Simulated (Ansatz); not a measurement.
WS2 (Tungstenite):

```
W S
1.0
     3.18000    0.00000    0.00000
    -1.59000    2.75396    0.00000
     0.00000    0.00000   12.50000
W S
2 4
Direct
  0.66667 0.33333 0.75000
  0.33333 0.66667 0.25000
  0.66667 0.33333 0.37500
  0.33333 0.66667 0.87500
  0.66667 0.33333 0.12500
  0.33333 0.66667 0.62500
```

- Program: Ansatz 0.2.0
- Task: relaxation of cell and atoms
- Functional: PBE
- Dispersion: D4
- Potentials or basis: Ansatz PAW
- Cutoff: 420 eV (not typed: the program's choice for these potentials)
- k mesh: 10 × 10 × 3
- Occupations: fermi-dirac, width 0.05 eV
- Spin: no spin polarisation

At the start: volume 18.24 Å³/atom.

Problem. Where does the relaxation end?

Solution. It ends after 5 steps and the volume is 17.53 Å³/atom (-3.9 %); space group P6_3/mmc (No. 194, to 0.05 Å).

Step by step:
```
step  energy change (eV)  largest force (eV/Å)  volume (Å³)
   1              0.0000                0.1360       109.47
   2             -0.0255                0.0166       106.00
   3             -0.0266                0.0179       105.09
   4             -0.0266                0.0012       105.20
   5             -0.0259                0.0011       105.20
```

Final structure:
```
CELL_PARAMETERS angstrom
3.15563 0.00000 0.00000
-1.57781 2.73285 0.00000
0.00000 0.00000 12.19837
ATOMIC_POSITIONS crystal
W 0.66667 0.33333 0.75000
W 0.33333 0.66667 0.25000
S 0.66667 0.33333 0.37911
S 0.33333 0.66667 0.87911
S 0.66667 0.33333 0.12089
S 0.33333 0.66667 0.62089
```

Caveat: the plane-wave basis is chosen anew once the cell has moved, so the energies of steps on either side of that aren't comparable.
